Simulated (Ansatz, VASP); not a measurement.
# Two plane-wave programs on CaSe

File INCAR:

```
ALGO = Normal ; EDIFF = 1E-7
ENCUT = 520 ; GGA = PE
ISIF = 2 ; ISMEAR = -1
LASPH = T ; LCHARG = F
LREAL = F ; LWAVE = F
NBANDS = 15 ; NELM = 60
PREC = Accurate ; SIGMA = 0.05
```

File KPOINTS:

```
k-points
0
Gamma
  8 8 8
```

POSCAR

```
CaSe
1.0
    0.0000000000      3.0139755031      3.0139755031
    3.0139755031      0.0000000000      3.0139755031
    3.0139755031      3.0139755031      0.0000000000
Se Ca
1 1
Direct
    0.5000000000      0.5000000000      0.5000000000
    0.0000000000      0.0000000000      0.0000000000
```

The input input.yaml:

```yaml
crystal:
  lattice:
    - [0.0, 3.0139755031, 3.0139755031]
    - [3.0139755031, 0.0, 3.0139755031]
    - [3.0139755031, 3.0139755031, 0.0]
  atoms:
    - { symbol: Se, position: [0.5, 0.5, 0.5] }
    - { symbol: Ca, position: [0.0, 0.0, 0.0] }
hamiltonian:
  xc: pbe
  pseudopotentials: { kind: paw }
kpoints:
  mp_grid: { grid: [8, 8, 8] }
scf:
  occupations: { method: fermi_dirac, width: 0.05 }
output:
  forces: true
  stress: true
  eigenvalues: true
```

Alike in both runs: task single point; functional PBE; k mesh 8 × 8 × 8; occupations fermi-dirac, width 0.05 eV; no spin polarisation.

```csv
,VASP,Ansatz
version,VASP 6.6.1,Ansatz 0.2.0
potentials or method,"VASP PAW PBE potentials, release 64 (Se, Ca_sv)",Ansatz PAW
plane-wave cutoff (eV),520,420
valence electrons in the cell,16,26
```

Ansatz gave:

- gap on the k mesh at the Fermi level (eV): 2.16
- least direct gap on the mesh (eV): 3.04
- pressure (GPa): -1.6

Q: Estimate VASP's values.

A: gap on the k mesh at the Fermi level (eV): 2.15; least direct gap on the mesh (eV): 3.03; pressure (GPa): -1.4.

With one functional, cell and mesh, what is left measures potentials, basis and numerics. The two sets of potentials don't hold the same shells in valence.

A k mesh can miss the band edges.
